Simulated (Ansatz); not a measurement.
**AgCl under compression and expansion**

```cif
data_structure
_symmetry_space_group_name_H-M 'Pm-3m'
_symmetry_Int_Tables_number 221
_cell_length_a 3.4340
_cell_length_b 3.4340
_cell_length_c 3.4340
_cell_angle_alpha 90.000
_cell_angle_beta 90.000
_cell_angle_gamma 90.000
_cell_volume 40.49
loop_
_atom_site_label
_atom_site_type_symbol
_atom_site_symmetry_multiplicity
_atom_site_Wyckoff_symbol
_atom_site_fract_x
_atom_site_fract_y
_atom_site_fract_z
_atom_site_occupancy
Ag1 Ag 1 a 0.00000 0.00000 0.00000 1
Cl1 Cl 1 b 0.50000 0.50000 0.50000 1
```

The runs use the primitive cell with vectors (3.434, 0.000, 0.000), (0.000, 3.434, 0.000), (0.000, 0.000, 3.434) Å, to which the k mesh refers.

Structure from Materials Project entry mp-726265 (possibly hypothetical), not relaxed further.

All numbers are computed: DFT, PBEsol, all-electron LAPW, scalar-relativistic (Ansatz 0.2.0); DFT, PBEsol, PAW with Ansatz's default frozen-core files, scalar-relativistic (Ansatz 0.2.0).

For LAPW: a Γ-centred 9×9×9 k mesh, Fermi–Dirac smearing of 0.01 eV, basis error target 1 meV/atom, no spin polarisation. PAW takes a cutoff of 420 eV at this cell (files made with PBE, cores remade for this functional). The Ansatz runs share mesh, smearing and spin set-up. Plane-wave (PAW) pressures include the program's estimate of the Pulay term.

The cell above is scaled evenly, with fractional coordinates and shape held.

```tsv
V/V(cell)	V (Å³/atom)	P, LAPW (GPa)	P, PAW (GPa)	gap on the k mesh, LAPW (eV)
0.9400	19.032	-1.75	-1.74	0.47
0.9500	19.235	-2.31	-2.31	0.46
0.9600	19.437	-2.83	-2.83	0.46
0.9750	19.741	-3.55	-3.55	0.45
0.9800	19.842	-3.78	-3.78	0.45
0.9900	20.045	-4.20	-4.20	0.45
1.0000	20.247	-4.59	-4.60	0.44
1.0100	20.449	-4.96	-4.96	0.44
1.0200	20.652	-5.30	-5.30	0.44
1.0250	20.753	-5.46	-5.46	0.44
1.0400	21.057	-5.91	-5.91	0.44
1.0500	21.259	-6.18	-6.18	0.44
1.0600	21.462	-6.43	-6.43	0.44
```
